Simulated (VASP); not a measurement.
# MnSb (R-3m) in VASP: reference runs

Aim: a first look at MnSb with PBE, on the cell as given.

Everything below comes from runs of VASP 6.6.1. Logs are shortened: lines on timing, memory, paths and dates and some standing lists are left out, and cuts for length are marked.

## Step 1: The structure

Symmetry: R-3m, No. 166, trigonal system. The conventional cell has a = 3.416 Å, b = 3.416 Å, c = 12.467 Å, α = 90.00°, β = 90.00°, γ = 120.00°. Around Mn (site symmetry -3m) lie 6 Sb at 2.86 Å. Sb (site symmetry -3m) is surrounded by 6 Mn at 2.86 Å.

The cell was built by a generator and needn't be a form met in nature.

## Step 2: Single point, PBE, collinear spin, ferromagnetic start

INCAR

```
SYSTEM = MnSb
  PREC = Accurate
  ENCUT = 520
  EDIFF = 1E-7
  ISMEAR = -1
  SIGMA = 0.05
  LREAL = .False.
  LASPH = .True.
  NELM = 100
  ALGO = Normal
  ISIF = 2
  LWAVE = .False.
  LCHARG = .False.
  ISPIN = 2
  MAGMOM = 4 0
  LORBIT = 11
  LMAXMIX = 4
  GGA = PE
  NBANDS = 20
```

KPOINTS

```
Automatic mesh
0
Gamma
  9 9 9
  0 0 0
```

POSCAR

```
MnSb
1.0
    1.7079057200      0.9860598200      4.1557474900
   -1.7079057200      0.9860598200      4.1557474900
    0.0000000000     -1.9721196500      4.1557474900
Mn Sb
1 1
Direct
    0.5000000000      0.5000000000      0.5000000000
    0.0000000000      0.0000000000      0.0000000000
```

Potentials or basis: VASP PAW PBE potentials, release 64 (Mn_pv, Sb).

Run with:

```
cat potpaw_PBE.64/Mn_pv/POTCAR potpaw_PBE.64/Sb/POTCAR > POTCAR
mpirun -np 1 vasp_std > vasp.out
```

OUTCAR:

```text
SYSTEM = MnSb
   PREC = Accurate
   ENCUT = 520
   EDIFF = 1E-7
   ISMEAR = -1
   LREAL = .False.
   LASPH = .True.
   NELM = 100
   ISIF = 2
   ISPIN = 2
   LORBIT = 11
   GGA = PE

 ion  position               nearest neighbor table
   1  0.500  0.500  0.500-   2 2.86   2 2.86   2 2.86   2 2.86   2 2.86   2 2.86
   2  0.000  0.000  0.000-   1 2.86   1 2.86   1 2.86   1 2.86   1 2.86   1 2.86

  LATTYP: Found a trigonal (rhomboedric) cell.
 ALAT       =     4.5999449038
 COS(alpha) =     0.7242899977

  Lattice vectors:

 A1 = (   1.7079057200,   0.9860598200,   4.1557474900)
 A2 = (  -1.7079057200,   0.9860598200,   4.1557474900)
 A3 = (   0.0000000000,  -1.9721196500,   4.1557474900)

Analysis of symmetry for initial positions (statically):
=====================================================================
 Subroutine PRICEL returns:
 Original cell was already a primitive cell.

 Routine SETGRP: Setting up the symmetry group for a
 trigonal (rhombohedral) supercell.

 Subroutine GETGRP returns: Found 12 space group operations
 (whereof 12 operations were pure point group operations)
 out of a pool of 12 trial point group operations.

The static configuration has the point symmetry D_3d.

Analysis of symmetry for dynamics (positions and initial velocities):
=====================================================================
 Subroutine PRICEL returns:
 Original cell was already a primitive cell.

 Routine SETGRP: Setting up the symmetry group for a
 trigonal (rhombohedral) supercell.

 Subroutine GETGRP returns: Found 12 space group operations
 (whereof 12 operations were pure point group operations)
 out of a pool of 12 trial point group operations.

The dynamic configuration has the point symmetry D_3d.

Analysis of structural, dynamic, and magnetic symmetry:
=====================================================================
 Subroutine PRICEL returns:
 Original cell was already a primitive cell.

 Routine SETGRP: Setting up the symmetry group for a
 trigonal (rhombohedral) supercell.

 Subroutine GETGRP returns: Found 12 space group operations
 (whereof 12 operations were pure point group operations)
 out of a pool of 12 trial point group operations.

The overall configuration has the point symmetry D_3d.

 Subroutine INISYM returns: Found 12 space group operations
 (whereof 12 operations are pure point group operations),
 and found     1 'primitive' translations

[... 116 lines left out ...]
  Fermi-wavevector in a.u.,A,eV,Ry     =   1.234364  2.332609 20.730568  1.523654
  Thomas-Fermi vector in A             =   2.369057
   LORBIT       =     11    0 simple, 1 ext, 2 COOP (PROOUT), +10 PAW based schemes
   GGA     = PE    functional components
   LHFCALC =     F    Hartree Fock is set to
   AEXX    =    0.0000 exact exchange contribution
   IVDW    =     0    specifies the selected vdW correction
   LEPSILON=     F    determine dielectric tensor
   LRPA    =     F    only Hartree local field effects (RPA)
 spin polarized calculation
  energy-cutoff  :      520.00
  volume of cell :       41.99
 maximum number of plane-waves:      1151
 NGX is ok and might be reduce to    36
   NGX = 17   NGY = 17   NGZ = 17

 number of electron      17.9999996 magnetization       3.6661656

 Free energy of the ion-electron system (eV)
  ---------------------------------------------------
  ext. energy  EPLUGINS =         0.00000000
  ---------------------------------------------------
  free energy    TOTEN  =       -12.57123614 eV

  energy without entropy =      -12.55267537  energy(sigma->0) =      -12.56195576

 E-fermi :   8.3043     XC(G=0): -10.8126

 val. band max:        8.3000609643   @ k =  -0.2222  -0.2222   0.1111
 cond. band min:       8.3048613096   @ k =  -0.4444  -0.4444   0.2222
 fundamental gap:      0.0048003453
 Fermi energy:         8.3042702394

 spin component 1

 k-point     1 :       0.0000    0.0000    0.0000
  band No.  band energies     occupation
      1     -41.7014      1.00000
      2     -41.7014      1.00000
      3     -41.6530      1.00000
      4      -3.8949      1.00000
      5       4.7989      1.00000
      6       5.5163      1.00000
[... 541 lines left out ...]
     19      21.2863      0.00000
     20      24.2965      0.00000

 [... further k-points ...]

 spin component 2

 k-point     1 :       0.0000    0.0000    0.0000
  band No.  band energies     occupation
      1     -37.9667      1.00000
      2     -37.8718      1.00000
      3     -37.8718      1.00000
      4      -3.8728      1.00000
      5       5.6067      1.00000
      6       6.9462      1.00000
[... 541 lines left out ...]
     19      21.7000      0.00000
     20      24.8770      0.00000

 [... further k-points ...]

------------------------ aborting loop because EDIFF is reached ----------------------------------------

  FORCE on cell =-STRESS in cart. coord.  units (eV):
  Direction    XX          YY          ZZ          XY          YZ          ZX
  --------------------------------------------------------------------------------------
  -------------------------------------------------------------------------------------
  Total        0.1989073      0.1989073     -1.8630073      0.0000000      0.0000000      0.0000000
  in kB        7.5891594      7.5891594    -71.0816640      0.0000000      0.0000001      0.0000000
  external PRESSURE =     -18.6344484 kB  Pullay stress =       0.0000000 kB

 VOLUME and BASIS-vectors are now :
 -----------------------------------------------------------------------------
  energy-cutoff  :      520.00
  volume of cell :       41.99
      direct lattice vectors                 reciprocal lattice vectors
     1.707905720  0.986059820  4.155747490     0.292756207  0.169022875  0.080210199
    -1.707905720  0.986059820  4.155747490    -0.292756207  0.169022875  0.080210199
     0.000000000 -1.972119650  4.155747490     0.000000000 -0.338045751  0.080210199

 POSITION                                       TOTAL-FORCE (eV/Angst)
 -----------------------------------------------------------------------------------
      0.00000     -0.00000      6.23362        -0.000000      0.000000      0.000000
      0.00000      0.00000      0.00000         0.000000      0.000000     -0.000000
 -----------------------------------------------------------------------------------
    total drift:                                0.000000     -0.000000      0.000000

  FREE ENERGIE OF THE ION-ELECTRON SYSTEM (eV)
  ---------------------------------------------------
  free  energy   TOTEN  =       -12.5712361430 eV

  energy  without entropy=      -12.5526753729  energy(sigma->0) =      -12.56195576

 total charge

# of ion       s       p       d       tot
------------------------------------------
    1        0.255   6.162   5.038  11.456
    2        1.165   1.218   0.049   2.432
--------------------------------------------------
tot          1.420   7.380   5.087  13.887

 magnetization (x)

# of ion       s       p       d       tot
------------------------------------------
    1        0.042   0.029   3.538   3.609
    2        0.018  -0.110   0.005  -0.087
--------------------------------------------------
tot          0.059  -0.081   3.543   3.521
```

Wall time 2.3 min (1 thread of AMD EPYC 9R45 (Zen 5), shared host); peak memory 0.28 GiB.

Results:

```
Free energy                                           : -12.5712 eV
Pressure                                              : -1.9 GPa
Band gap on the k mesh                                : none (metal or under the smearing width)
Net moment                                            : 3.67 μB per cell
Site moments                                          : Mn +3.61; Sb -0.09 μB
Valence electrons inside the program's atomic spheres : Mn 11.46; Sb 2.43
```

Stress tensor (GPa, compression positive):
```
 0.76  0.00  0.00
 0.00  0.76  0.00
 0.00  0.00 -7.11
```

Caveat: a cell with one magnetic atom can't hold antiferromagnetic order, which such compounds often take.
